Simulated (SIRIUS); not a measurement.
Set up this calculation in SIRIUS 7.12.0, as the native input.

- Task: single point
- Functional: PBE
- Potentials or basis: PseudoDojo 0.4.1 PBE standard (scalar relativistic)
- Cutoff: 1127 eV
- Density cutoff: 4507 eV
- k mesh: 13 × 13 × 13
- Occupations: fermi-dirac, width 0.05 eV
- Spin: no spin polarisation
- Libxc names: ["XC_GGA_X_PBE", "XC_GGA_C_PBE"]
- Energy tol: 1e-08 Ha
- Density tol: 1e-06
- Mixer: anderson
- Mixing beta: 0.7
- Max scf: 100

C:

```
C
1.0
     0.00000    1.78337    1.78337
     1.78337    0.00000    1.78337
     1.78337    1.78337    0.00000
C
2
Direct
  0.74778 0.75306 0.75416
  0.48928 0.49860 0.49360
```

This isn't the form of C at room conditions, which is graphite.

The cell isn't the ideal one: atoms moved at random, drawn with an rms of 0.05 Å.

One way to write it, as run:

sirius.json

```json
{
  "control": {
    "processing_unit": "cpu",
    "verbosity": 2,
    "num_bands_to_print": 10,
    "print_forces": true,
    "print_stress": true
  },
  "parameters": {
    "electronic_structure_method": "pseudopotential",
    "xc_functionals": ["XC_GGA_X_PBE", "XC_GGA_C_PBE"],
    "gk_cutoff": 9.1,
    "pw_cutoff": 18.2,
    "ngridk": [13, 13, 13],
    "shiftk": [0, 0, 0],
    "smearing": "fermi_dirac",
    "smearing_width": 0.0018374661,
    "num_bands": 10,
    "num_mag_dims": 0,
    "num_dft_iter": 100,
    "energy_tol": 1e-08,
    "density_tol": 1e-06
  },
  "iterative_solver": {
    "type": "davidson",
    "min_tolerance": 1e-10
  },
  "mixer": {
    "type": "anderson",
    "beta": 0.7,
    "max_history": 8
  },
  "settings": {
    "tol_ne": 1e-10
  },
  "unit_cell": {
    "lattice_vectors": [
      [0.0, 0.707106781187, 0.707106781187],
      [0.707106781187, 0.0, 0.707106781187],
      [0.707106781187, 0.707106781187, 0.0]
    ],
    "lattice_vectors_scale": 4.7660140852,
    "atom_coordinate_units": "lattice",
    "atom_types": ["C"],
    "atom_files": {
      "C": "C.json"
    },
    "atoms": {
      "C": [
        [0.747776, 0.753063, 0.754163],
        [0.489281, 0.498603, 0.493599]
      ]
    }
  }
}
```

Potentials or basis: PseudoDojo 0.4.1 PBE standard (scalar relativistic).

Run with:

```console
$ upf_to_json C.upf
$ OMP_NUM_THREADS=1 sirius.scf --input=sirius.json --output=out.json --task=0
```

Results of the run:

```
Pressure               : 2.7 GPa
Largest force          : 1.665 eV/Å
Band gap on the k mesh : 3.29 eV
```

Caveat: an odd mesh through Γ misses points on the zone boundary, where band edges often lie.

Run time: 110 s on 1 thread of Intel(R) Xeon(R) Platinum 8488C (Sapphire Rapids), with other jobs on the host, peak memory 1.3 GiB.
